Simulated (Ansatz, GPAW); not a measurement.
## hexatriene-1,6-dithiol between two Pt chains: relaxation, then transmission at several levels

Aim: the conductance of hexatriene-1,6-dithiol between two Pt chains after relaxation, and whether geometry, basis or functional moves it most.

Calculated with GPAW 26.7.0 and Ansatz 0.2.0; Ansatz plane waves; relaxation of the junction with the lead ends held, in the first sound run; inputs show where later runs differ.

### Step 1. Starting point

The cell holds 30 atoms: 16 Pt, 2 S, 6 C and 6 H. Cell: a = 12.161 Å, b = 9.000 Å, c = 46.496 Å, α = 90.0°, β = 90.0°, γ = 90.0°. Regions: left lead, 8 atoms (8 Pt); channel, 14 atoms (2 S, 6 C and 6 H); right lead, 8 atoms (8 Pt). Vacuum lies along a and b. The structure is stacked along c, and the current runs across the ab planes.

### Step 2. Relaxing the atoms

Transmission follows bond lengths closely, so the atoms between the held lead ends are relaxed first, from a slightly shaken start that lets symmetry break.

input.yaml

```yaml
crystal:
  lattice:
    - [12.1605947539, 0.0, 0.0]
    - [0.0, 9.0, 0.0]
    - [0.0, 0.0, 46.4959728122]
  atoms:
    - { symbol: Pt, position: [0.5, 0.5, 0.0258086868] }
    - { symbol: Pt, position: [0.5, 0.5, 0.0774260604] }
    - { symbol: Pt, position: [0.5, 0.5, 0.129043434] }
    - { symbol: Pt, position: [0.5, 0.5, 0.1806608076] }
    - { symbol: Pt, position: [0.5, 0.5, 0.2322781812] }
    - { symbol: Pt, position: [0.5, 0.5, 0.2838955549] }
    - { symbol: Pt, position: [0.5038846155, 0.5024776113, 0.3348871395] }
    - { symbol: Pt, position: [0.4994769883, 0.4990442336, 0.3886545753] }
    - { symbol: S, position: [0.3288217662, 0.5045834419, 0.4117913987] }
    - { symbol: C, position: [0.3460656276, 0.4999877666, 0.4490239304] }
    - { symbol: H, position: [0.5183096974, 0.500363586, 0.4503218198] }
    - { symbol: H, position: [0.2681198467, 0.5041055618, 0.4620944193] }
    - { symbol: C, position: [0.4408222086, 0.4993736021, 0.4624834141] }
    - { symbol: C, position: [0.4471720477, 0.5010245632, 0.4929007283] }
    - { symbol: H, position: [0.6225969882, 0.4947359125, 0.4941960167] }
    - { symbol: H, position: [0.3766315427, 0.4982354769, 0.5050720294] }
    - { symbol: C, position: [0.5473519588, 0.4994930051, 0.5060133121] }
    - { symbol: C, position: [0.5576428878, 0.4964120925, 0.5377002058] }
    - { symbol: H, position: [0.7370472284, 0.5005483808, 0.5403570377] }
    - { symbol: H, position: [0.4811926215, 0.4962093271, 0.5499151433] }
    - { symbol: C, position: [0.6566659361, 0.5012436597, 0.5514789739] }
    - { symbol: S, position: [0.6680718841, 0.5029480908, 0.5882305723] }
    - { symbol: Pt, position: [0.5017271172, 0.5014954649, 0.6130321081] }
    - { symbol: Pt, position: [0.5005454552, 0.4975907904, 0.6648361516] }
    - { symbol: Pt, position: [0.5, 0.5, 0.7161044451] }
    - { symbol: Pt, position: [0.5, 0.5, 0.7677218188] }
    - { symbol: Pt, position: [0.5, 0.5, 0.8193391924] }
    - { symbol: Pt, position: [0.5, 0.5, 0.870956566] }
    - { symbol: Pt, position: [0.5, 0.5, 0.9225739396] }
    - { symbol: Pt, position: [0.5, 0.5, 0.9741913132] }
kpoints:
  mp_grid: { grid: [1, 1, 2] }
hamiltonian:
  xc: pbe
scf:
  occupations: { method: fermi_dirac, width: 0.1 }
relax:
  f_tol: 0.03
  max_steps: 80
  constraints: [{ sites: [0, 1, 2, 3, 4, 5, 24, 25, 26, 27, 28, 29] }]
```

The run is started by

```console
$ ansatz run input.yaml --threads 4 --pin off --max-ram 8192MiB --backend cpu --events-out ev --progress --plain --runs-dir out
```

Numbers of over 12 decimals in the logs are rounded to 6 here.

Output:

```text
Engine: ansatz 0.2.0, aarch64-unknown-linux-gnu
Pseudopotentials: kind: paw
Pseudopotential: Pt, paw, valence charge 18, recommended cutoff 420 eV (normal), Pt.paw.azcp
Pseudopotential: S, paw, valence charge 6, recommended cutoff 420 eV (normal), S.paw.azcp
Pseudopotential: C, paw, valence charge 4, recommended cutoff 420 eV (normal), C.paw.azcp
Pseudopotential: H, paw, valence charge 1, recommended cutoff 420 eV (normal), H.paw.azcp
Functional definition: PBE
  parameter kappa = 0.804
  parameter beta = 0.066725
  exchange = pbe_x(kappa = kappa, mu = beta*pi^2/3)
  correlation = pbe_c(beta = beta)
Crystal: 30 atoms, lattice volume = 5088.768 Å³
Basis set: ecut = 420 eV, 99493 PW (Γ), exchange–correlation on 180×128×640 points (8 copies of the dense FFT grid, shifted against one another)
Bands: 198, of which v1, the nominal top of the filled ones, is band 165 counted from 1 (164 counted from 0)
Symmetry: 1 space group operations
Space group: P1 (ITA 1), of the structure as read, at distance tolerance 1.7e-4 Å
k-points: 2
Non-local potential: Pt, projectors of the file, l = 0: 3, l = 1: 2, l = 2: 2, l = 3: 1
Non-local potential: S, projectors of the file, l = 0: 2, l = 1: 2, l = 2: 2
Non-local potential: C, projectors of the file, l = 0: 2, l = 1: 2, l = 2: 1
Non-local potential: H, projectors of the file, l = 0: 2, l = 1: 1
PAW form: soft (Blöchl's): semilocal exchange-correlation on the pseudo side does not see the compensation charge
PAW one-centre angular grid: Pt, 590 points (default); XC on 64 Gauss nodes
PAW one-centre angular grid: S, 110 points (default); XC on 64 Gauss nodes
PAW one-centre angular grid: C, 110 points (default); XC on 64 Gauss nodes
PAW one-centre angular grid: H, 110 points (default); XC on 64 Gauss nodes
Initial density: superposition of atomic densities (neutral atoms: chi_scale 0, normalization atom), corrected by the library's trained network
Initial wavefunctions: pseudopotential atomic-orbital guess
Functional: x = pbe(κ = 0.804, μ = 0.219515), c = pbe(β = 0.066725)
SCF iter   1: F=—  HF=-203732.636018 eV  |F-HF|=—  |Δ(HF+E_count)|=         —  Δρ=1.05e-2  dr2=8.11e1  ethr=1.77e-3  ⟨swp⟩=7.0  Hψ=1585  notcnv=0  defer=16
preconditioner: auto → LDOS  [metal: Δε(μ)=0.106 eV  Ē_g=5.758 eV  σ=0.100 eV  W_gap=0.25  n_scr=446 (ndim 8)  ℏωp=7.4 eV  f_vac=0.807  D(μ)=35.06/eV (n_scr^D=130)  β→1.0]
SCF iter   2: F=—  HF=-203731.153558 eV  |F-HF|=—  |Δ(HF+E_count)|=    1.48e0  Δρ=5.32e-3  dr2=2.48e0  ethr=1.77e-3  ⟨swp⟩=3.0  Hψ=692  notcnv=0  defer=23
SCF iter   3: F=—  HF=-203731.148205 eV  |F-HF|=—  |Δ(HF+E_count)|=   5.35e-3  Δρ=2.76e-3  dr2=5.42e-1  ethr=7.51e-4  ⟨swp⟩=2.5  Hψ=701  notcnv=0  defer=24
SCF iter   4: F=—  HF=-203731.099938 eV  |F-HF|=—  |Δ(HF+E_count)|=   4.83e-2  Δρ=8.61e-4  dr2=6.29e-2  ethr=1.64e-4  ⟨swp⟩=2.0  Hψ=615  notcnv=0  defer=24
SCF iter   5: F=—  HF=-203731.099894 eV  |F-HF|=—  |Δ(HF+E_count)|=   4.35e-5  Δρ=3.49e-4  dr2=1.50e-2  ethr=1.91e-5  ⟨swp⟩=2.0  Hψ=450  notcnv=0  defer=24
SCF iter   6: F=—  HF=-203731.101108 eV  |F-HF|=—  |Δ(HF+E_count)|=   1.21e-3  Δρ=1.48e-4  dr2=2.65e-3  ethr=4.53e-6  ⟨swp⟩=3.0  Hψ=664  notcnv=0  defer=24
SCF iter   7: F=—  HF=-203731.101488 eV  |F-HF|=—  |Δ(HF+E_count)|=   3.80e-4  Δρ=6.76e-5  dr2=4.94e-4  ethr=8.03e-7  ⟨swp⟩=2.0  Hψ=504  notcnv=0  defer=24
SCF iter   8: F=—  HF=-203731.101731 eV  |F-HF|=—  |Δ(HF+E_count)|=   2.42e-4  Δρ=3.01e-5  dr2=8.41e-5  ethr=1.50e-7  ⟨swp⟩=2.0  Hψ=557  notcnv=0  defer=24
SCF iter   9: F=-203731.101831 eV  HF=-203731.101818 eV  |F-HF|=1.29e-5  |Δ(HF+E_count)|=   8.73e-5  Δρ=1.36e-5  dr2=1.79e-5  ethr=6.82e-9  ⟨swp⟩=4.0  Hψ=1259  notcnv=0
SCF 1 converged in 9 iterations: F = -203731.101831 eV  dr2 = 1.79e-5
  greatest PAW one-centre occupation: 1.000 electrons in one spin orbital (limit 2), on the Pt atom at site 23 (counted from 0), in its partial waves of l = 0
relax step   1: F+E_penalty+E_count = -203731.10183070 eV  Δ(F+E_penalty+E_count) = +0.000e0 eV  max|allowed force component| = 3.603e0 eV/Å  Δτ_max = 0.0000 Å  (9 SCF iters, dr2 threshold 2.25e-5 eV, accepted)
Initial density: handed on by an earlier stage of this run
Initial wavefunctions: those handed on with the density
iter 1 solved again at ethr=1.05e-3 eV; its pass at ethr=3.10e-3 eV (dr2=3.47e0 eV) is discarded
SCF iter   1: F=—  HF=-203732.045206 eV  |F-HF|=—  |Δ(HF+E_count)|=         —  Δρ=5.88e-3  dr2=3.45e0  ethr=1.05e-3  ⟨swp⟩=1.0  Hψ=1583  notcnv=0  defer=23
preconditioner: auto → LDOS  [metal: Δε(μ)=0.074 eV  Ē_g=5.710 eV  σ=0.100 eV  W_gap=0.18  n_scr=446 (ndim 8)  ℏωp=7.4 eV  f_vac=0.812  D(μ)=30.40/eV (n_scr^D=100)  β→1.0]
SCF iter   2: F=—  HF=-203731.897431 eV  |F-HF|=—  |Δ(HF+E_count)|=   1.48e-1  Δρ=2.10e-3  dr2=3.26e-1  ethr=1.04e-3  ⟨swp⟩=2.0  Hψ=614  notcnv=0  defer=24
SCF iter   3: F=—  HF=-203731.858290 eV  |F-HF|=—  |Δ(HF+E_count)|=   3.91e-2  Δρ=8.92e-4  dr2=7.69e-2  ethr=9.89e-5  ⟨swp⟩=2.0  Hψ=772  notcnv=0  defer=24
SCF iter   4: F=—  HF=-203731.845536 eV  |F-HF|=—  |Δ(HF+E_count)|=   1.28e-2  Δρ=2.29e-4  dr2=5.30e-3  ethr=2.33e-5  ⟨swp⟩=2.0  Hψ=639  notcnv=0  defer=24
SCF iter   5: F=—  HF=-203731.845608 eV  |F-HF|=—  |Δ(HF+E_count)|=   7.26e-5  Δρ=1.04e-4  dr2=1.53e-3  ethr=1.60e-6  ⟨swp⟩=2.0  Hψ=565  notcnv=0  defer=24
SCF iter   6: F=—  HF=-203731.845829 eV  |F-HF|=—  |Δ(HF+E_count)|=   2.21e-4  Δρ=5.38e-5  dr2=3.47e-4  ethr=4.62e-7  ⟨swp⟩=2.0  Hψ=452  notcnv=0  defer=24
SCF iter   7: F=-203731.845930 eV  HF=-203731.845912 eV  |F-HF|=1.77e-5  |Δ(HF+E_count)|=   8.33e-5  Δρ=2.03e-5  dr2=4.82e-5  ethr=3.03e-8  ⟨swp⟩=3.0  Hψ=1430  notcnv=0
SCF 2 converged in 7 iterations: F = -203731.845930 eV  dr2 = 4.82e-5
  greatest PAW one-centre occupation: 1.000 electrons in one spin orbital (limit 2), on the Pt atom at site 6 (counted from 0), in its partial waves of l = 0
relax step   2: F+E_penalty+E_count = -203731.84593011 eV  Δ(F+E_penalty+E_count) = -7.441e-1 eV  max|allowed force component| = 1.950e0 eV/Å  Δτ_max = 0.1935 Å  (7 SCF iters, dr2 threshold 1.00e-4 eV, accepted)
iter 1 solved again at ethr=1.73e-4 eV; its pass at ethr=3.10e-3 eV (dr2=5.72e-1 eV) is discarded
SCF iter   1: F=—  HF=-203732.175861 eV  |F-HF|=—  |Δ(HF+E_count)|=         —  Δρ=3.58e-3  dr2=5.15e-1  ethr=1.73e-4  ⟨swp⟩=2.0  Hψ=1279  notcnv=0  defer=24
preconditioner: auto → LDOS  [metal: Δε(μ)=0.153 eV  Ē_g=5.684 eV  σ=0.100 eV  W_gap=0.34  n_scr=446 (ndim 8)  ℏωp=7.4 eV  f_vac=0.812  D(μ)=29.50/eV (n_scr^D=98)  β→1.0]
SCF iter   2: F=—  HF=-203732.142875 eV  |F-HF|=—  |Δ(HF+E_count)|=   3.30e-2  Δρ=1.80e-3  dr2=2.71e-1  ethr=1.56e-4  ⟨swp⟩=2.0  Hψ=724  notcnv=0  defer=24
[...]
relax step   7: F+E_penalty+E_count = -203732.71202847 eV  Δ(F+E_penalty+E_count) = -1.345e-1 eV  max|allowed force component| = 2.003e-1 eV/Å  Δτ_max = 0.1990 Å  (8 SCF iters, dr2 threshold 4.92e-5 eV, accepted)
relax step   8: F+E_penalty+E_count = -203732.81431146 eV  Δ(F+E_penalty+E_count) = -1.023e-1 eV  max|allowed force component| = 1.483e-1 eV/Å  Δτ_max = 0.2000 Å  (9 SCF iters, dr2 threshold 1.52e-5 eV, accepted)
relax step   9: F+E_penalty+E_count = -203732.88240435 eV  Δ(F+E_penalty+E_count) = -6.809e-2 eV  max|allowed force component| = 7.453e-2 eV/Å  Δτ_max = 0.2000 Å  (9 SCF iters, dr2 threshold 8.33e-6 eV, accepted)
relax step  10: F+E_penalty+E_count = -203732.91376741 eV  Δ(F+E_penalty+E_count) = -3.136e-2 eV  max|allowed force component| = 8.329e-2 eV/Å  Δτ_max = 0.1948 Å  (10 SCF iters, dr2 threshold 1.40e-6 eV, accepted)
relax step  11: F+E_penalty+E_count = -203732.89867913 eV  Δ(F+E_penalty+E_count) = +1.509e-2 eV  max|allowed force component| = 2.527e-1 eV/Å  Δτ_max = 0.1111 Å  (8 SCF iters, dr2 threshold 1.75e-6 eV, rejected (line search))
relax step  12: F+E_penalty+E_count = -203732.91656015 eV  Δ(F+E_penalty+E_count) = -2.793e-3 eV  max|allowed force component| = 1.119e-2 eV/Å  Δτ_max = 0.0555 Å  (9 SCF iters, accepted)
SCF iter   1: F=—  HF=-203732.920057 eV  |F-HF|=—  |Δ(HF+E_count)|=         —  Δρ=7.17e-4  dr2=1.78e-2  ethr=2.70e-5  ⟨swp⟩=3.0  Hψ=1083  notcnv=0  defer=20
preconditioner: auto → LDOS  [metal: Δε(μ)=0.148 eV  Ē_g=5.746 eV  σ=0.100 eV  W_gap=0.35  n_scr=446 (ndim 8)  ℏωp=7.4 eV  f_vac=0.811  D(μ)=30.25/eV (n_scr^D=100)  β→1.0]
SCF iter   2: F=—  HF=-203732.919157 eV  |F-HF|=—  |Δ(HF+E_count)|=   9.00e-4  Δρ=4.21e-4  dr2=1.54e-2  ethr=5.41e-6  ⟨swp⟩=3.0  Hψ=770  notcnv=0  defer=20
SCF iter   3: F=—  HF=-203732.915410 eV  |F-HF|=—  |Δ(HF+E_count)|=   3.75e-3  Δρ=8.77e-5  dr2=6.10e-4  ethr=4.67e-6  ⟨swp⟩=2.0  Hψ=644  notcnv=0  defer=20
SCF iter   4: F=—  HF=-203732.915406 eV  |F-HF|=—  |Δ(HF+E_count)|=   4.68e-6  Δρ=4.15e-5  dr2=2.02e-4  ethr=1.85e-7  ⟨swp⟩=2.0  Hψ=644  notcnv=0  defer=20
SCF iter   5: F=—  HF=-203732.915387 eV  |F-HF|=—  |Δ(HF+E_count)|=   1.81e-5  Δρ=2.22e-5  dr2=5.49e-5  ethr=6.12e-8  ⟨swp⟩=2.0  Hψ=514  notcnv=0  defer=20
SCF iter   6: F=—  HF=-203732.916952 eV  |F-HF|=—  |Δ(HF+E_count)|=   1.56e-3  Δρ=1.15e-5  dr2=1.48e-5  ethr=1.66e-8  ⟨swp⟩=2.0  Hψ=503  notcnv=0  defer=20
SCF iter   7: F=—  HF=-203732.916958 eV  |F-HF|=—  |Δ(HF+E_count)|=   5.85e-6  Δρ=4.38e-6  dr2=1.87e-6  ethr=4.49e-9  ⟨swp⟩=2.0  Hψ=562  notcnv=0  defer=20
SCF iter   8: F=—  HF=-203732.916960 eV  |F-HF|=—  |Δ(HF+E_count)|=   1.96e-6  Δρ=1.80e-6  dr2=3.59e-7  ethr=5.67e-10  ⟨swp⟩=2.0  Hψ=559  notcnv=0  defer=20
SCF iter   9: F=-203732.916961 eV  HF=-203732.916960 eV  |F-HF|=1.14e-7  |Δ(HF+E_count)|=   4.19e-7  Δρ=8.22e-7  dr2=7.35e-8  ethr=3.03e-11  ⟨swp⟩=4.0  Hψ=1273  notcnv=0
SCF 13 converged in 9 iterations: F = -203732.916961 eV  dr2 = 7.35e-8
relax step  13: F+E_penalty+E_count = -203732.91696057 eV  Δ(F+E_penalty+E_count) = -4.004e-4 eV  max|allowed force component| = 1.677e-2 eV/Å  Δτ_max = 0.0517 Å  (9 SCF iters, accepted)
SCF converged after 9 iterations
Free energy (F): -203732.916961 eV
Harris-Foulkes:  -203732.916960 eV  (|F-HF|=1.14e-7)
Internal energy: -203731.890270 eV  (E = F + TS)
E sigma→0 (E₀):  -203732.403615 eV
Entropy (-TS):   -1.026691 eV (-34.223 meV/atom)
Fermi energy:    -4.107497 eV
--- Per-component energies (eV) ---
  E_band       = -10047.045091
  E_kinetic    = 11009.160417
  E_local      = -115854.152280  (includes V_loc(G=0)·N_el)
  E_nonlocal   = 3460.962436
  E_hartree    = 50710.717235
  E_xc         = -4672.950661
  E_vxc        = -5370.979570  (∫ρ·V_xc dr)
  E_paw        = -153083.543121  (= ΣΔE_a)
  E_vpaw       = -4713.470893  (= ΣTr[D̂ρ^β])
  E_aug_tail   = -0.004993  (compensation charges beyond the density's cutoff)
  E_ewald      = 4697.920697
  E_smearing   = -1.026691  (= −TS)
  E_closure    = -0.000000  (closes the sum)
  Σ components = -203732.916961   (vs F -203732.916961, Δ=0.00e0)
--- Forces (eV/Å), atoms counted from 1 ---
  atom   1  Pt     0.03759799    -0.00283617    -0.00850405
  atom   2  Pt     0.09646879    -0.00391978    -0.01263736
  atom   3  Pt    -0.02522502     0.00152531     0.00828970
  atom   4  Pt    -0.06765213     0.00498178     0.06917343
  atom   5  Pt    -0.20480595     0.01229724    -0.04361144
  atom   6  Pt     0.24577659    -0.01415419    -0.36499161
  atom   7  Pt     0.01676888    -0.00444479     0.00047164
  atom   8  Pt    -0.00557485     0.00254417    -0.00690269
  atom   9  S      0.00200635    -0.00209652    -0.00090829
  atom  10  C     -0.00304301     0.00189160     0.01080929
  atom  11  H      0.00324609    -0.00041704     0.00221088
  atom  12  H     -0.00297139     0.00106739    -0.00167195
  atom  13  C      0.00187142    -0.00164860    -0.00481501
  atom  14  C     -0.00516686     0.00073702    -0.00288087
  atom  15  H      0.00059823    -0.00023515    -0.00411066
  atom  16  H     -0.00066382     0.00113450     0.00493144
  atom  17  C      0.00562414    -0.00036329     0.00184361
  atom  18  C     -0.00194987     0.00009448     0.00400067
  atom  19  H      0.00197719     0.00059889     0.00199177
  atom  20  H     -0.00371574     0.00108171    -0.00262127
  atom  21  C      0.00318648    -0.00128641    -0.00883114
  atom  22  S     -0.00171961    -0.00051648     0.00039503
  atom  23  Pt     0.00259733    -0.00013082     0.00259981
  atom  24  Pt    -0.00986492     0.00140853    -0.00061104
  atom  25  Pt    -0.24926050     0.00654914     0.36743826
  atom  26  Pt     0.20514244    -0.00645335     0.04520967
  atom  27  Pt     0.06773345    -0.00102214    -0.06892809
  atom  28  Pt     0.02514772    -0.00148604    -0.00829900
  atom  29  Pt    -0.09646290     0.00443120     0.01243326
  atom  30  Pt    -0.03766011     0.00066964     0.00853599
  max |Σ_I F_I| component: 9.98e-6 eV/Å
--- Relaxed structure (13 steps of the walk, 12 accepted, 0 SCFs on fresh bases) ---
  F+E_penalty+E_count = -203732.91696057 eV   max|allowed force component| = 1.677e-2 eV/Å
  atoms:
    - { symbol: Pt, position: [0.5, 0.500000, 0.025809] }
    - { symbol: Pt, position: [0.5, 0.500000, 0.077426] }
    - { symbol: Pt, position: [0.5, 0.500000, 0.129043] }
    - { symbol: Pt, position: [0.5, 0.500000, 0.180661] }
    - { symbol: Pt, position: [0.5, 0.500000, 0.232278] }
    - { symbol: Pt, position: [0.5, 0.500000, 0.283896] }
    - { symbol: Pt, position: [0.383793, 0.510031, 0.324932] }
    - { symbol: Pt, position: [0.428233, 0.504302, 0.375797] }
    - { symbol: S, position: [0.314084, 0.507476, 0.411411] }
    - { symbol: C, position: [0.350315, 0.505664, 0.446507] }
    - { symbol: H, position: [0.527430, 0.501922, 0.449403] }
    - { symbol: H, position: [0.275512, 0.507037, 0.459712] }
    - { symbol: C, position: [0.450370, 0.503106, 0.461514] }
    - { symbol: C, position: [0.452892, 0.502261, 0.491538] }
    - { symbol: H, position: [0.627700, 0.499032, 0.497286] }
    - { symbol: H, position: [0.373766, 0.503397, 0.502780] }
    - { symbol: C, position: [0.548576, 0.500171, 0.508530] }
    - { symbol: C, position: [0.551093, 0.499533, 0.538554] }
    - { symbol: H, position: [0.725976, 0.496311, 0.540381] }
    - { symbol: H, position: [0.474028, 0.500635, 0.550663] }
    - { symbol: C, position: [0.651130, 0.497507, 0.553571] }
    - { symbol: S, position: [0.687212, 0.496362, 0.588679] }
    - { symbol: Pt, position: [0.572785, 0.498317, 0.624239] }
    - { symbol: Pt, position: [0.616698, 0.496186, 0.675134] }
    - { symbol: Pt, position: [0.5, 0.500000, 0.716104] }
    - { symbol: Pt, position: [0.5, 0.500000, 0.767722] }
    - { symbol: Pt, position: [0.5, 0.500000, 0.819339] }
    - { symbol: Pt, position: [0.5, 0.500000, 0.870957] }
    - { symbol: Pt, position: [0.5, 0.500000, 0.922574] }
    - { symbol: Pt, position: [0.5, 0.500000, 0.974191] }
```

Elapsed: 15 min, on 4 threads of Arm Neoverse N1, shared host; peak memory 5.8 GiB; 57 min of CPU time.

Step by step:

```csv
step,energy less that of the first step (eV),largest force component (eV/Å)
1,0.0000,3.6028
2,-0.7441,1.9503
3,-0.9730,1.1532
4,-1.1678,0.5554
5,-1.3193,0.3785
6,-1.4757,0.3254
7,-1.6102,0.2003
8,-1.7125,0.1483
9,-1.7806,0.0745
10,-1.8119,0.0833
11,-1.7968,0.2527
12,-1.8147,0.0112
13,-1.8151,0.0168
```

Relaxation step 11 was tried and not accepted.

The atoms that moved most (Å):

```csv
atom,dx,dy,dz,length
Pt7,-1.460,0.068,-0.463,1.533
Pt24,1.412,-0.013,0.479,1.491
Pt8,-0.866,0.047,-0.598,1.054
Pt23,0.864,-0.029,0.521,1.009
S22,0.233,-0.059,0.021,0.241
S9,-0.179,0.026,-0.018,0.182
H15,0.062,0.039,0.144,0.161
H12,0.090,0.026,-0.111,0.145
```

This step gave:

* free energy: -203732.9170 eV
* smearing term TS: 1.027 eV
* symmetry operations: 1

The relaxation lowered the energy of the cell by 1.82 eV.

(Continued in part 2 of 4.)

[Logs are printed without paths, hosts, clocks, repeated set-up lines and the standing remarks that a program may print on its own settings, such as how far it seeks lower states.]

[Hosts, paths, dates, database ids (printed as entryN), source tags and the programs' standing remarks are cut or masked in the printed files.]
